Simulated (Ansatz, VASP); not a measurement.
Two plane-wave programs on Al

Contents of INCAR:

```
SYSTEM = Al
PREC = Accurate ; ENCUT = 520
EDIFF = 1E-7 ; ISMEAR = -1
SIGMA = 0.08 ; LREAL = .False.
LASPH = .True. ; NELM = 60
ALGO = Normal ; ISIF = 2
LWAVE = .False. ; LCHARG = .True.
GGA = PE ; LELF = .True.
LVHAR = .True. ; NBANDS = 8
```

KPOINTS

```
Automatic mesh
0
Gamma
  16 16 15
  0 0 0
```

File POSCAR:

```
Al
1.0
    2.2386627263      0.0000000000      0.0000000000
   -1.1193313632      1.9387387915      0.0000000000
    0.0000000000      0.0000000000      2.1630234034
Al
1
Direct
    0.0000000000      0.0000000000      0.0000000000
```

Input for Ansatz:

```yaml
crystal:
  lattice:
    - [2.2386627263, 0.0, 0.0]
    - [-1.1193313632, 1.9387387915, 0.0]
    - [0.0, 0.0, 2.1630234034]
  atoms:
    - { symbol: Al, position: [0.0, 0.0, 0.0] }
kpoints:
  mp_grid: { grid: [16, 16, 15] }
scf:
  occupations: { method: fermi_dirac, width: 0.08 }
hamiltonian:
  xc: pbe
  pseudopotentials: { kind: nc }
output:
  forces: true
  stress: true
  eigenvalues: true
```

Change from the starting cell: volume scaled by 0.5, norm-conserving files.

Alike in both runs: task single point; functional PBE; k mesh 16 × 16 × 15; occupations fermi-dirac, width 0.08 eV; no spin polarisation.

|  | VASP | Ansatz |
| --- | --- | --- |
| version | VASP 6.6.1 | Ansatz 0.2.0 |
| potentials or method | VASP PAW PBE potentials, release 64 (Al) | norm-conserving pseudopotentials, scalar-relativistic |
| plane-wave cutoff (eV) | 520 | 544 |
| valence electrons in the cell | 3 | 3 |

```csv
,VASP,Ansatz,Ansatz less VASP
pressure (GPa),175.5,172.9,-2.63
largest component of the traceless stress (GPa),0.31,0.26,-0.052
```

The functional is the same, so the differences come from potentials, cutoffs and numerics.

Caveats: the cell as given lies far from equilibrium; so large a pressure means that the cell lies far from this level's equilibrium, or that cutoff or potentials fall short (VASP).
